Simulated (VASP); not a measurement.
# WC (P1) in VASP: single point with PBE

Aim: the single point of WC with PBE.

Everything below comes from runs of VASP 6.6.1. Logs are shortened: lines on timing, memory, paths and dates and some standing lists are left out, and cuts for length are marked.

## Step 1: The cell of the first run

The typed cell holds 24 atoms: a = 6.957 Å, b = 6.249 Å, c = 6.519 Å, α = 99.50°, β = 102.81°, γ = 97.90°.

The cell was built by a generator and needn't be a form met in nature.

## Step 2: Single point, PBE (6 C and 6 W atoms exchanged at random in the cell repeated 12 times)

File INCAR:

```
SYSTEM = WC
PREC = Accurate ; ENCUT = 520
EDIFF = 1E-6 ; ISMEAR = 0
SIGMA = 0.1 ; LREAL = Auto
LASPH = .TRUE. ; NELM = 100
ALGO = Fast ; ISIF = 2
LWAVE = .FALSE. ; LCHARG = .TRUE.
GGA = PE ; LELF = .TRUE.
LVHAR = .TRUE. ; NBANDS = 126
ISYM = 0
```

File KPOINTS:

```
Automatic mesh
0
Gamma
  2 2 2
  0.5 0.5 0.5
```

File POSCAR:

```
WC
1.0
   -3.2351664928     -5.2032688059     -3.2957177150
   -2.7800013035      4.7505762791     -2.9581748367
    5.8218482108      0.1678383535     -2.9285594404
C W
12 12
Direct
    0.3549112748      0.2754571657      0.2505454377
    0.4744631241      0.9368514179      0.3869626334
    0.5052352792      0.4476167015     -0.1312647820
    0.1443687178      0.1418800932      0.6041723458
   -0.0157576924      0.4364257902      0.4408909654
    0.6726774796      0.1152094055      0.1004420511
    0.3428249192      0.0329323526      0.2237788668
    0.1590612506      0.8970205131      0.5954699426
    0.0121804293      0.2011745757      0.3993286401
    0.6824099604      0.8811357644      1.0823157246
    0.8655041235      0.5514323171      0.2856550004
    0.7768868966      1.0700906819      0.7314093355
    0.1552857699      0.7194384292      0.2611463413
    0.3441383585      0.8514769585      0.9323023367
    0.8482997634      0.8999512317      0.4449584617
    0.8071275233      0.3850691537      0.9616644520
   -0.0146487051      1.0277432768      1.0692276713
    0.6610486613      0.7226135961      0.7422850110
    0.5331892444      0.6056555233      0.2292147503
    0.2129036299      0.3331544926      0.9289208955
    0.4722538413      0.1082837958      0.7114087101
    0.3141390680      0.4446012916      0.5450823267
    0.0000132350      0.6225589866      0.7446021065
    0.6701869494      0.2749925357      0.4340066729
```

Potentials or basis: VASP PAW PBE potentials, release 64 (C, W_sv).

Started as:

```sh
$ cat potpaw_PBE.64/C/POTCAR potpaw_PBE.64/W_sv/POTCAR > POTCAR
$ mpirun -np 1 vasp_std > vasp.out
```

OUTCAR:

```text
SYSTEM = WC
   PREC = Accurate
   ENCUT = 520
   EDIFF = 1E-6
   ISMEAR = 0
   LREAL = Auto
   LASPH = .TRUE.
   NELM = 100
   ISIF = 2
   GGA = PE
   ISYM = 0

 ion  position               nearest neighbor table
   1  0.355  0.275  0.251-   7 1.49  22 2.13  20 2.22  24 2.25  19 2.30  17 2.71
   2  0.474  0.937  0.387-   7 1.50  21 2.21  24 2.29  19 2.29  13 2.33  15 2.59
   3  0.505  0.448  0.869-  21 2.16  16 2.16  20 2.20  22 2.23  18 2.27  19 2.35
   4  0.144  0.142  0.604-   8 1.54   9 1.57  20 2.17  22 2.22  21 2.28  15 2.30
   5  0.984  0.436  0.441-   9 1.50  11 1.50  23 2.10  22 2.24  24 2.26  13 2.58
   6  0.673  0.115  0.100-  10 1.46  16 2.23  24 2.24  17 2.36  14 2.53  21 2.60
   7  0.343  0.033  0.224-   1 1.49   2 1.50  14 2.05  13 2.28  17 2.46  24 2.52
   8  0.159  0.897  0.595-   4 1.54  15 2.17  13 2.27  21 2.28  14 2.37  23 2.37
   9  0.012  0.201  0.399-   5 1.50   4 1.57  15 2.16  17 2.20  22 2.32  24 2.54
  10  0.682  0.881  0.082-   6 1.46  17 2.21  18 2.24  14 2.31  19 2.33  15 2.37
  11  0.866  0.551  0.286-   5 1.50  16 2.12  13 2.19  15 2.28  19 2.34  24 2.50
  12  0.777  0.070  0.731-  21 2.14  15 2.18  16 2.22  18 2.23  17 2.43  24 2.53
  13  0.155  0.719  0.261-  11 2.19   8 2.27   7 2.28   2 2.33   5 2.58  17 2.73  19 2.86  22 2.87
                            14 2.92  15 2.94  16 3.03  20 3.10  23 3.23
  14  0.344  0.851  0.932-   7 2.05  10 2.31   8 2.37  21 2.53   6 2.53  23 2.54  19 2.87  18 2.90
                            13 2.92  17 3.11  22 3.22  20 3.24  20 3.27
  15  0.848  0.900  0.445-   9 2.16   8 2.17  12 2.18  11 2.28   4 2.30  10 2.37   2 2.59  19 2.61
                            24 2.80  18 2.85  13 2.94  23 2.94  17 3.00
  16  0.807  0.385  0.962-  11 2.12   3 2.16  12 2.22   6 2.23  23 2.64  21 2.71  17 2.81  18 2.91
                            20 2.94  13 3.03  19 3.16  24 3.29
  17  0.985  0.028  0.069-   9 2.20  10 2.21   6 2.36  12 2.43   7 2.46   1 2.71  20 2.72  13 2.73
                            16 2.81  18 2.93  15 3.00  23 3.05  14 3.11
  18  0.661  0.723  0.742-  12 2.23  10 2.24   3 2.27  23 2.52  22 2.69  15 2.85  14 2.90  16 2.91
                            21 2.91  17 2.93  24 3.18  19 3.19
  19  0.533  0.606  0.229-   2 2.29   1 2.30  10 2.33  11 2.34   3 2.35  15 2.61  20 2.76  24 2.80
                            13 2.86  14 2.87  22 3.04  16 3.16  18 3.19
  20  0.213  0.333  0.929-   4 2.17   3 2.20   1 2.22  17 2.72  23 2.75  19 2.76  21 2.90  22 2.91
                            16 2.94  13 3.10  14 3.24  14 3.27
  21  0.472  0.108  0.711-  12 2.14   3 2.16   2 2.21   4 2.28   8 2.28  14 2.53   6 2.60  16 2.71
                            24 2.75  22 2.77  20 2.90  18 2.91
  22  0.314  0.445  0.545-   1 2.13   4 2.22   3 2.23   5 2.24   9 2.32  18 2.69  21 2.77  13 2.87
                            20 2.91  24 3.01  23 3.03  19 3.04  14 3.22
  23  0.000  0.623  0.745-   5 2.10   8 2.37  18 2.52  14 2.54  16 2.64  20 2.75  15 2.94  22 3.03
                            24 3.03  17 3.05  13 3.23
  24  0.670  0.275  0.434-   6 2.24   1 2.25   5 2.26   2 2.29  11 2.50   7 2.52  12 2.53   9 2.54
                            21 2.75  15 2.80  19 2.80  22 3.01  23 3.03  18 3.18  16 3.29

IMPORTANT INFORMATION: All symmetrisations will be switched off!
NOSYMM: (Re-)initialisation of all symmetry stuff for point group C_1.

----------------------------------------------------------------------------------------

                                     Primitive cell

  volume of cell :     268.0632

  direct lattice vectors                    reciprocal lattice vectors
    -3.235166493 -5.203268806 -3.295717715    -0.050047342 -0.094617410 -0.104914538
    -2.780001304  4.750576279 -2.958174837    -0.058908611  0.106920859 -0.110980016
     5.821848211  0.167838354 -2.928559440     0.115826190 -0.001522360 -0.111294654

  length of vectors
     6.957159173  6.248774327  6.519090941     0.149880789  0.164981388  0.160637866

  position of ions in fractional coordinates (direct lattice)
     0.354911275  0.275457166  0.250545438
     0.474463124  0.936851418  0.386962633
     0.505235279  0.447616702  0.868735218
     0.144368718  0.141880093  0.604172346
     0.984242308  0.436425790  0.440890965
     0.672677480  0.115209406  0.100442051
[... 16 lines left out ...]
     0.000013235  0.622558987  0.744602106
     0.670186949  0.274992536  0.434006673

  ion indices of the primitive-cell ions
   primitive index   ion index
                 1           1
                 2           2
                 3           3
                 4           4
                 5           5
                 6           6
[... 16 lines left out ...]
                23          23
                24          24

----------------------------------------------------------------------------------------

 KPOINTS: Automatic mesh

Automatic generation of k-mesh.
 Grid dimensions read from file:
 generate k-points for:    2    2    2

 Generating k-lattice:

  Cartesian coordinates                     Fractional coordinates (reciprocal lattice)
    -0.025023671 -0.047308705 -0.052457269     0.500000000  0.000000000 -0.000000000
    -0.029454306  0.053460429 -0.055490008     0.000000000  0.500000000 -0.000000000
     0.057913095 -0.000761180 -0.055647327     0.000000000  0.000000000  0.500000000

  Length of vectors
     0.074940394  0.082490694  0.080318933

  Shift w.r.t. Gamma in fractional coordinates (k-lattice)
     0.500000000  0.500000000  0.500000000

 Subroutine IBZKPT returns following result:
 ===========================================

 Found      4 irreducible k-points:

 Following reciprocal coordinates:
            Coordinates               Weight
  0.250000  0.250000  0.250000      2.000000
 -0.250000  0.250000  0.250000      2.000000
  0.250000 -0.250000  0.250000      2.000000
 -0.250000 -0.250000  0.250000      2.000000
   k-points           NKPTS =      4   k-points in BZ     NKDIM =      4   number of bands    NBANDS=    126
   number of dos      NEDOS =    301   number of ions     NIONS =     24
   total plane-waves  NPLWV = 124416
   dimension x,y,z NGX =    54 NGY =   48 NGZ =   48
   dimension x,y,z NGXF=   108 NGYF=   96 NGZF=   96
   ions per type =              12  12
   NGX,Y,Z   is equivalent  to a cutoff of  12.90, 12.77, 12.24 a.u.
   NGXF,Y,Z  is equivalent  to a cutoff of  25.81, 25.54, 24.48 a.u.
 SYSTEM =  WC
   PREC   = accura    normal or accurate (medium, high low for compatibility)
   ISTART =      0    job   : 0-new  1-cont  2-samecut
   ICHARG =      2    charge: 1-file 2-atom 10-const
   ISPIN  =      1    spin polarized calculation?
   LNONCOLLINEAR =      F non collinear calculations
   LSORBIT =      F    spin-orbit coupling
   LASPH  =      T    aspherical Exc in radial PAW
   ENCUT  =  520.0 eV  38.22 Ry    6.18 a.u.  12.94 11.62 12.12*2*pi/ulx,y,z
   NELM   =    100;   NELMIN=  2; NELMDL= -5     # of ELM steps
   EDIFF  = 0.1E-05   stopping-criterion for ELM
   LREAL  =      T    real-space projection
   EDIFFG = 0.1E-04   stopping-criterion for IOM
   NSW    =      0    number of steps for IOM
   IBRION =     -1    ionic relax: 0-MD 1-quasi-New 2-CG
   NFREE  =      0    steps in history (QN), initial steepest desc. (CG)
   ISIF   =      2    stress and relaxation
   ISYM   =      0    0-nonsym 1-usesym 2-fastsym
   POTIM  = 0.5000    time-step for ionic-motion
   TEBEG  =    0.0;   TEEND  =   0.0 temperature during run
   PSTRESS=    0.0 pullay stress
   NELECT =     216.0000    total number of electrons
   NUPDOWN=      -1.0000    fix difference up-down
   EMIN   =  10.00;   EMAX   =-10.00  energy-range for DOS
   EFERMI =   0.00;   METHOD = LEGACY
   ISMEAR =     0;   SIGMA  =   0.10  broadening in eV -4-tet -1-fermi 0-gaus
   EFERMI_NEDOS =   21; number of points for ismear=-14 and -15
   IALGO  =     68    algorithm
   IMIX   =      4    mixing-type and parameters
     AMIX     =   0.40;   BMIX     =  1.00
     AMIX_MAG =   1.60;   BMIX_MAG =  1.00
  volume/ion in A,a.u.               =      11.17        75.37
  Fermi-wavevector in a.u.,A,eV,Ry     =   1.523399  2.878807 31.575650  2.320745
  Thomas-Fermi vector in A             =   2.631848
   LORBIT       =      0    0 simple, 1 ext, 2 COOP (PROOUT), +10 PAW based schemes
   GGA     = PE    functional components
   LHFCALC =     F    Hartree Fock is set to
   AEXX    =    0.0000 exact exchange contribution
   IVDW    =     0    specifies the selected vdW correction
   LEPSILON=     F    determine dielectric tensor
   LRPA    =     F    only Hartree local field effects (RPA)
 non-spin polarized calculation
 RMM-DIIS sequential band-by-band and
 Gauss-broadening in eV      SIGMA  =   0.10
  energy-cutoff  :      520.00
  volume of cell :      268.06
 maximum number of plane-waves:      7236
 NGX is ok and might be reduce to    54
   NGX = 25   NGY = 23   NGZ = 25

 number of electron     216.0000004 magnetization

 Free energy of the ion-electron system (eV)
  ---------------------------------------------------
  ext. energy  EPLUGINS =         0.00000000
  ---------------------------------------------------
  free energy    TOTEN  =      -250.01835317 eV

  energy without entropy =     -250.00199164  energy(sigma->0) =     -250.01017240

 E-fermi :  10.5824     XC(G=0): -13.3357

 val. band max:       10.5047141655   @ k =  -0.2500  -0.2500   0.2500
 cond. band min:      10.6616070663   @ k =  -0.2500   0.2500   0.2500
 fundamental gap:      0.1568929008
 Fermi energy:        10.5823924499

 k-point     1 :       0.2500    0.2500    0.2500
  band No.  band energies     occupation
      1     -64.1250      2.00000
      2     -63.9209      2.00000
      3     -63.9047      2.00000
      4     -63.7796      2.00000
      5     -63.7369      2.00000
      6     -63.7112      2.00000
[... 112 lines left out ...]
    119      12.4054      0.00000
    120      12.5453      0.00000

 k-point     2 :      -0.2500    0.2500    0.2500
  band No.  band energies     occupation
      1     -64.1250      2.00000
      2     -63.9210      2.00000
      3     -63.9046      2.00000
      4     -63.7796      2.00000
      5     -63.7369      2.00000
      6     -63.7112      2.00000
[... 112 lines left out ...]
    119      12.3959      0.00000
    120      12.5313      0.00000

 k-point     3 :       0.2500   -0.2500    0.2500
  band No.  band energies     occupation
      1     -64.1250      2.00000
      2     -63.9210      2.00000
      3     -63.9046      2.00000
      4     -63.7797      2.00000
      5     -63.7369      2.00000
      6     -63.7112      2.00000
[... 112 lines left out ...]
    119      12.6538      0.00000
    120      12.6935      0.00000

 k-point     4 :      -0.2500   -0.2500    0.2500
  band No.  band energies     occupation
      1     -64.1250      2.00000
      2     -63.9209      2.00000
      3     -63.9047      2.00000
      4     -63.7796      2.00000
      5     -63.7369      2.00000
      6     -63.7112      2.00000
[... 112 lines left out ...]
    119      12.5071      0.00000
    120      12.6992      0.00000
 [bands above 120 left out]

------------------------ aborting loop because EDIFF is reached ----------------------------------------

  FORCE on cell =-STRESS in cart. coord.  units (eV):
  Direction    XX          YY          ZZ          XY          YZ          ZX
  --------------------------------------------------------------------------------------
  -------------------------------------------------------------------------------------
  Total        0.9638007      1.0906090      1.1085009     -0.1558767      0.0181906      0.1460377
  in kB        5.7605064      6.5184222      6.6253599     -0.9316537      0.1087228      0.8728474
  external PRESSURE =       6.3014295 kB  Pullay stress =       0.0000000 kB

 VOLUME and BASIS-vectors are now :
 -----------------------------------------------------------------------------
  energy-cutoff  :      520.00
  volume of cell :      268.06
      direct lattice vectors                 reciprocal lattice vectors
    -3.235166493 -5.203268806 -3.295717715    -0.050047342 -0.094617410 -0.104914538
    -2.780001304  4.750576279 -2.958174837    -0.058908611  0.106920859 -0.110980016
     5.821848211  0.167838354 -2.928559440     0.115826190 -0.001522360 -0.111294654

 POSITION                                       TOTAL-FORCE (eV/Angst)
 -----------------------------------------------------------------------------------
     -0.45533     -0.49607     -2.71828         0.003977      0.022633      0.009651
     -1.88658      2.04677     -5.46831         0.016106     -0.026436     -0.007241
      2.17875     -0.35663     -5.53338         0.001582      0.020848     -0.015079
      2.65592      0.02423     -2.66486         0.014662      0.029538     -0.001258
     -1.83065     -2.97400     -5.82598        -0.004567     -0.003790     -0.011093
     -1.91175     -2.93595     -2.85192        -0.001407      0.048341     -0.028799
[... 16 lines left out ...]
      2.60420      3.08242     -4.02229         0.007778     -0.039040     -0.000167
     -0.40592     -2.10795     -4.29324         0.019562      0.013996     -0.031185
 -----------------------------------------------------------------------------------
    total drift:                               -0.021133      0.018356     -0.007399

  FREE ENERGIE OF THE ION-ELECTRON SYSTEM (eV)
  ---------------------------------------------------
  free  energy   TOTEN  =      -250.0183531651 eV

  energy  without entropy=     -250.0019916417  energy(sigma->0) =     -250.01017240
```

Run time: 6.4 min. Hardware: 1 thread of Intel Xeon Platinum 8259CL at 2.50GHz (Skylake/Cascade Lake), shared host; peak memory 0.4 GiB.

Results:

| Item | Value |
| --- | --- |
| Free energy | -250.0184 eV |
| Pressure | 0.6 GPa |
| Largest force | 0.056 eV/Å |
| Band gap on the k mesh | 0.16 eV, indirect (least direct gap 0.26 eV) |

Forces on the atoms (eV/Å):
```
C    0.004  0.023  0.010
C    0.016 -0.026 -0.007
C    0.002  0.021 -0.015
C    0.015  0.030 -0.001
C   -0.005 -0.004 -0.011
C   -0.001  0.048 -0.029
C   -0.018  0.014  0.000
C    0.005 -0.018  0.010
C   -0.020  0.000  0.003
C    0.028 -0.032  0.025
C   -0.021  0.008  0.000
C   -0.014  0.007 -0.009
W   -0.009 -0.012  0.028
W    0.032 -0.021  0.028
W    0.012 -0.005  0.032
W   -0.005 -0.036 -0.015
W   -0.016 -0.027  0.007
W   -0.022  0.022  0.028
W    0.016  0.007 -0.010
W    0.028  0.019 -0.004
W   -0.020 -0.010 -0.019
W   -0.034  0.017 -0.018
W    0.008 -0.039  0.000
W    0.020  0.014 -0.031
```

Levels at points of the mesh, in eV from the valence-band top:
```
           k point  band 106  band 107  band 108  band 109  band 110  band 111
(0.25, 0.25, 0.25)     -0.55     -0.38     -0.18      0.29      0.38      0.58
```

Caveat: spin-orbit coupling is left out, which moves the levels of the heavy elements. A k mesh can miss the band edges.
